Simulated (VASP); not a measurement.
# Te2Mo in VASP: relaxation of cell and atoms with LDA

Aim: the relaxation of cell and atoms of Te2Mo with LDA.

Everything below comes from runs of VASP 6.6.1. Logs are shortened: lines on timing, memory, paths and dates and some standing lists are left out, and cuts for length are marked.

## (1) The sheet as given

The cell holds a sheet with vacuum, 3 atoms: a = 3.520 Å, b = 3.520 Å, c = 19.620 Å, α = 90.00°, β = 90.00°, γ = 120.00°.

The cell was built by a generator and needn't be a form met in nature.

## (2) Relaxation of cell and atoms, LDA

The input, INCAR:

```
SYSTEM = Te2Mo
PREC = Accurate
ENCUT = 600
EDIFF = 1E-6
ISMEAR = 0
SIGMA = 0.03
LREAL = .False.
LASPH = .True.
NELM = 120
ALGO = Fast
ISIF = 3
LWAVE = .False.
LCHARG = .False.
GGA = CA
IBRION = 2
NSW = 60
EDIFFG = -0.005
LATTICE_CONSTRAINTS = .TRUE. .TRUE. .FALSE.
KPAR = 2
```

The input, KPOINTS:

```
Automatic mesh
0
Gamma
  12 12 1
  0 0 0
```

The input, POSCAR:

```
Te2Mo
1.0
    3.5200000000      0.0000000000      0.0000000000
   -1.7600000000      3.0484094200      0.0000000000
    0.0000000000      0.0000000000     19.6200000000
Te Mo
2 1
Direct
    0.6666670000      0.3333330000      0.4077472000
    0.6666670000      0.3333330000      0.5922528000
    0.3333330000      0.6666670000      0.5000000000
```

Potentials or basis: VASP PAW LDA potentials, release 64 (Te, Mo_sv).

Started as:

```bash
cat potpaw_LDA.64/Te/POTCAR potpaw_LDA.64/Mo_sv/POTCAR > POTCAR
mpirun -np 2 vasp_std > vasp.out
```

OUTCAR:

```text
SYSTEM = Te2Mo
   PREC = Accurate
   ENCUT = 600
   EDIFF = 1E-6
   ISMEAR = 0
   LREAL = .False.
   LASPH = .True.
   NELM = 120
   ISIF = 3
   GGA = CA
   IBRION = 2
   NSW = 60
   EDIFFG = -0.005

 ion  position               nearest neighbor table
   1  0.667  0.333  0.408-   3 2.72   3 2.72   3 2.72   2 3.62
   2  0.667  0.333  0.592-   3 2.72   3 2.72   3 2.72   1 3.62
   3  0.333  0.667  0.500-   1 2.72   2 2.72   1 2.72   2 2.72   1 2.72   2 2.72

  LATTYP: Found a hexagonal cell.
 ALAT       =     3.5200000000
 C/A-ratio  =     5.5738636364

  Lattice vectors:

 A1 = (   3.5200000000,   0.0000000000,   0.0000000000)
 A2 = (  -1.7600000000,   3.0484094200,   0.0000000000)
 A3 = (   0.0000000000,   0.0000000000,  19.6200000000)

Analysis of symmetry for initial positions (statically):
=====================================================================
 Subroutine PRICEL returns:
 Original cell was already a primitive cell.

 Routine SETGRP: Setting up the symmetry group for a
 hexagonal supercell.

 Subroutine GETGRP returns: Found 12 space group operations
 (whereof 12 operations were pure point group operations)
 out of a pool of 24 trial point group operations.

The static configuration has the point symmetry D_3h.

Analysis of symmetry for dynamics (positions and initial velocities):
=====================================================================
 Subroutine PRICEL returns:
 Original cell was already a primitive cell.

 Routine SETGRP: Setting up the symmetry group for a
 hexagonal supercell.

 Subroutine GETGRP returns: Found 12 space group operations
 (whereof 12 operations were pure point group operations)
 out of a pool of 24 trial point group operations.

The dynamic configuration has the point symmetry D_3h.

 Subroutine INISYM returns: Found 12 space group operations
 (whereof 12 operations are pure point group operations),
 and found     1 'primitive' translations

----------------------------------------------------------------------------------------

                                     Primitive cell

  volume of cell :     210.5305

  direct lattice vectors                    reciprocal lattice vectors
     3.520000000  0.000000000  0.000000000     0.284090909  0.164019963  0.000000000
    -1.760000000  3.048409420  0.000000000     0.000000000  0.328039926  0.000000000
     0.000000000  0.000000000 19.620000000     0.000000000  0.000000000  0.050968400

  length of vectors
     3.520000000  3.519999999 19.620000000     0.328039926  0.328039926  0.050968400

  position of ions in fractional coordinates (direct lattice)
     0.666667000  0.333333000  0.407747200
     0.666667000  0.333333000  0.592252800
     0.333333000  0.666667000  0.500000000

  ion indices of the primitive-cell ions
   primitive index   ion index
                 1           1
                 2           2
                 3           3

----------------------------------------------------------------------------------------

 KPOINTS: Automatic mesh

Automatic generation of k-mesh.
 Grid dimensions read from file:
 generate k-points for:   12   12    1

 Generating k-lattice:

  Cartesian coordinates                     Fractional coordinates (reciprocal lattice)
     0.023674242  0.013668330  0.000000000     0.083333333  0.000000000  0.000000000
     0.000000000  0.027336660  0.000000000     0.000000000  0.083333333  0.000000000
     0.000000000  0.000000000  0.050968400     0.000000000  0.000000000  1.000000000

  Length of vectors
     0.027336660  0.027336660  0.050968400

  Shift w.r.t. Gamma in fractional coordinates (k-lattice)
     0.000000000  0.000000000  0.000000000

 Subroutine IBZKPT returns following result:
 ===========================================

 Found     19 irreducible k-points:

 Following reciprocal coordinates:
            Coordinates               Weight
  0.000000  0.000000  0.000000      1.000000
  0.083333 -0.000000  0.000000      6.000000
  0.166667 -0.000000  0.000000      6.000000
  0.250000 -0.000000  0.000000      6.000000
  0.333333 -0.000000  0.000000      6.000000
  0.416667 -0.000000  0.000000      6.000000
[... 11 lines left out ...]
  0.333333  0.250000  0.000000     12.000000
  0.333333  0.333333  0.000000      2.000000
   k-points           NKPTS =     19   k-points in BZ     NKDIM =     19   number of bands    NBANDS=     17
   number of dos      NEDOS =    301   number of ions     NIONS =      3
   total plane-waves  NPLWV = 125440
   dimension x,y,z NGX =    28 NGY =   28 NGZ =  160
   dimension x,y,z NGXF=    56 NGYF=   56 NGZF=  320
   ions per type =               2   1
   NGX,Y,Z   is equivalent  to a cutoff of  13.22, 13.22, 13.56 a.u.
   NGXF,Y,Z  is equivalent  to a cutoff of  26.45, 26.45, 27.11 a.u.
 SYSTEM =  Te2Mo
   PREC   = accura    normal or accurate (medium, high low for compatibility)
   ISTART =      0    job   : 0-new  1-cont  2-samecut
   ICHARG =      2    charge: 1-file 2-atom 10-const
   ISPIN  =      1    spin polarized calculation?
   LNONCOLLINEAR =      F non collinear calculations
   LSORBIT =      F    spin-orbit coupling
   LASPH  =      T    aspherical Exc in radial PAW
   ENCUT  =  600.0 eV  44.10 Ry    6.64 a.u.   7.03  7.03 39.19*2*pi/ulx,y,z
   NELM   =    120;   NELMIN=  2; NELMDL= -5     # of ELM steps
   EDIFF  = 0.1E-05   stopping-criterion for ELM
   LREAL  =      F    real-space projection
   EDIFFG = -.5E-02   stopping-criterion for IOM
   NSW    =     60    number of steps for IOM
   IBRION =      2    ionic relax: 0-MD 1-quasi-New 2-CG
   NFREE  =      1    steps in history (QN), initial steepest desc. (CG)
   ISIF   =      3    stress and relaxation
   ISYM   =      2    0-nonsym 1-usesym 2-fastsym
   POTIM  = 0.5000    time-step for ionic-motion
   TEBEG  =    0.0;   TEEND  =   0.0 temperature during run
   PSTRESS=    0.0 pullay stress
   NELECT =      26.0000    total number of electrons
   NUPDOWN=      -1.0000    fix difference up-down
   EMIN   =  10.00;   EMAX   =-10.00  energy-range for DOS
   EFERMI =   0.00;   METHOD = LEGACY
   ISMEAR =     0;   SIGMA  =   0.03  broadening in eV -4-tet -1-fermi 0-gaus
   EFERMI_NEDOS =   21; number of points for ismear=-14 and -15
   IALGO  =     68    algorithm
   IMIX   =      4    mixing-type and parameters
     AMIX     =   0.40;   BMIX     =  1.00
     AMIX_MAG =   1.60;   BMIX_MAG =  1.00
  volume/ion in A,a.u.               =      70.18       473.58
  Fermi-wavevector in a.u.,A,eV,Ry     =   0.815257  1.540611  9.043020  0.664643
  Thomas-Fermi vector in A             =   1.925312
   LORBIT       =      0    0 simple, 1 ext, 2 COOP (PROOUT), +10 PAW based schemes
   GGA     = CA    functional components
   LHFCALC =     F    Hartree Fock is set to
   AEXX    =    0.0000 exact exchange contribution
   IVDW    =     0    specifies the selected vdW correction
   LEPSILON=     F    determine dielectric tensor
   LRPA    =     F    only Hartree local field effects (RPA)
 conjugate gradient relaxation of ions
 non-spin polarized calculation
 RMM-DIIS sequential band-by-band and
 Gauss-broadening in eV      SIGMA  =   0.03
  energy-cutoff  :      600.00
  volume of cell :      210.53
 maximum number of plane-waves:      7051
   NGX = 15   NGY = 15   NGZ = 79

--------------------------------------- Ionic step        1  -------------------------------------------

 number of electron      26.0000000 magnetization

 Free energy of the ion-electron system (eV)
  ---------------------------------------------------
  ext. energy  EPLUGINS =         0.00000000
  ---------------------------------------------------
  free energy    TOTEN  =       -20.44176355 eV

  energy without entropy =      -20.44176355  energy(sigma->0) =      -20.44176355

------------------------ aborting loop because EDIFF is reached ----------------------------------------

  FORCE on cell =-STRESS in cart. coord.  units (eV):
  Direction    XX          YY          ZZ          XY          YZ          ZX
  --------------------------------------------------------------------------------------
  -------------------------------------------------------------------------------------
  Total       -1.6800035     -1.6800035     -1.6116798      0.0000000      0.0000000     -0.0000000
  in kB      -12.7851495    -12.7851495    -12.2651926      0.0000000      0.0000000     -0.0000000
  external PRESSURE =     -12.6118306 kB  Pullay stress =       0.0000000 kB

 VOLUME and BASIS-vectors are now :
 -----------------------------------------------------------------------------
  energy-cutoff  :      600.00
  volume of cell :      210.53
      direct lattice vectors                 reciprocal lattice vectors
     3.520000000  0.000000000  0.000000000     0.284090909  0.164019963  0.000000000
    -1.760000000  3.048409420  0.000000000     0.000000000  0.328039926  0.000000000
     0.000000000  0.000000000 19.620000000     0.000000000  0.000000000  0.050968400
[... 38 lines left out ...]
 POSITION                                       TOTAL-FORCE (eV/Angst)
 -----------------------------------------------------------------------------------
      1.71245      0.98868      8.02127        -0.000000      0.000000     -0.402458
      1.71245      0.98868     11.59873         0.000000     -0.000000      0.402458
     -0.00000      1.97737      9.81000        -0.000000      0.000000      0.000000
 -----------------------------------------------------------------------------------
    total drift:                                0.002371     -0.001369      0.000000

  FREE ENERGIE OF THE ION-ELECTRON SYSTEM (eV)
  ---------------------------------------------------
  free  energy   TOTEN  =       -20.4498685021 eV

  energy  without entropy=      -20.4498685021  energy(sigma->0) =      -20.44986850

--------------------------------------- Ionic step        3  -------------------------------------------

 number of electron      25.9999999 magnetization

 Free energy of the ion-electron system (eV)
  ---------------------------------------------------
  ext. energy  EPLUGINS =         0.00000000
  ---------------------------------------------------
  free energy    TOTEN  =       -20.47243674 eV

  energy without entropy =      -20.47243674  energy(sigma->0) =      -20.47243674

 E-fermi :  -0.0970     XC(G=0):  -4.4454

 val. band max:       -0.3910568258   @ k =   0.3333   0.3333   0.0000
 cond. band min:       0.8502721029   @ k =   0.3333   0.3333   0.0000
 fundamental gap:      1.2413289287
 Fermi energy:        -0.0969660014

 k-point     1 :       0.0000    0.0000    0.0000
  band No.  band energies     occupation
      1     -60.6207      2.00000
      2     -35.0165      2.00000
      3     -34.8364      2.00000
      4     -34.8364      2.00000
      5     -13.2512      2.00000
      6     -12.2638      2.00000
[... 9 lines left out ...]
     16       3.2842      0.00000
     17       3.2843      0.00000
[... 380 lines left out ...]
 POSITION                                       TOTAL-FORCE (eV/Angst)
 -----------------------------------------------------------------------------------
      1.73406      1.00116      8.01160         0.000000     -0.000000      0.003950
      1.73406      1.00116     11.60840         0.000000     -0.000000     -0.003950
     -0.00000      2.00232      9.81000        -0.000000      0.000000      0.000000
 -----------------------------------------------------------------------------------
    total drift:                                0.002408     -0.001390      0.000000

  FREE ENERGIE OF THE ION-ELECTRON SYSTEM (eV)
  ---------------------------------------------------
  free  energy   TOTEN  =       -20.4724367402 eV

  energy  without entropy=      -20.4724367402  energy(sigma->0) =      -20.47243674

 reached required accuracy - stopping structural energy minimisation
```

Run time: 1.7 min. Hardware: 2 MPI ranks of Intel Xeon Platinum 8488C (Sapphire Rapids), shared host; peak memory 0.32 GiB.

Results:

| Item | Value |
| --- | --- |
| Free energy | -20.4724 eV |
| Relaxed volume | 68.12 Å³/atom |
| Relaxed cell | a = 3.468 Å, b = 3.468 Å, c = 19.620 Å, α = 90.00°, β = 90.00°, γ = 120.00° |
| Space group after relaxing (to 0.05 Å) | P-6m2 (No. 187) |
| Energy gained by relaxing | 10.2 meV/atom |
| Ionic steps | 3 |
| Largest force after relaxing | 0.004 eV/Å |
| Band gap on the k mesh | 1.24 eV, direct |

Forces in eV/Å, atoms in the order of the input:
```
Te   0.000  0.000  0.004
Te   0.000  0.000 -0.004
Mo   0.000  0.000  0.000
```

The path:
```tsv
step	energy change (eV)	largest force (eV/Å)	pressure (GPa)	volume (Å³)
1	0.0000	0.4408	-1.26	210.53
2	-0.0081	0.4025	1.19	199.31
3	-0.0307	0.0040	-0.01	204.37
```

Final structure:
```
Te Mo
1.0
     3.46813    0.00000    0.00000
    -1.73406    3.00348    0.00000
     0.00000    0.00000   19.62000
Te Mo
2 1
Direct
  0.66667 0.33333 0.40834
  0.66667 0.33333 0.59166
  0.33333 0.66667 0.50000
```

Caveat: spin-orbit coupling is left out, which moves the levels of the heavy elements. Expect the measured gap to be larger: semilocal functionals such as LDA lack the derivative discontinuity.
